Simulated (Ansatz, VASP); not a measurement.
## GaN in VASP and in Ansatz

```
Ga N
1.0
     0.00000    2.29770    2.29770
     2.29770    0.00000    2.29770
     2.29770    2.29770    0.00000
Ga N
1 1
Direct
  0.00000 0.00000 0.00000
  0.25000 0.25000 0.25000
```

Change from the starting cell: volume scaled by 1.06.

Alike in both runs: task single point; functional r2SCAN; k mesh 10 × 10 × 10; occupations fermi-dirac, width 0.05 eV; no spin polarisation.

|  | VASP | Ansatz |
| --- | --- | --- |
| version | VASP 6.6.1 | Ansatz 0.2.0 |
| potentials or method | VASP PAW PBE potentials, release 64 (Ga_d, N) | Ansatz PAW |
| plane-wave cutoff (eV) | 520 | 500 |
| valence electrons in the cell | 18 | 18 |

Ansatz gave:

* gap on the k mesh at the Fermi level (eV): 1.74
* least direct gap on the mesh (eV): 1.74
* pressure (GPa): -11.0

Task: Estimate VASP's values.

Result: gap on the k mesh at the Fermi level (eV): 1.73; least direct gap on the mesh (eV): 1.73; pressure (GPa): -10.1.

Caveats: the PAW data sets were made with another functional, which shifts forces and pressure a little (VASP); the PAW data sets come from PBE, with cores solved anew for the run's functional, which leaves a small shift of forces and pressure (Ansatz).
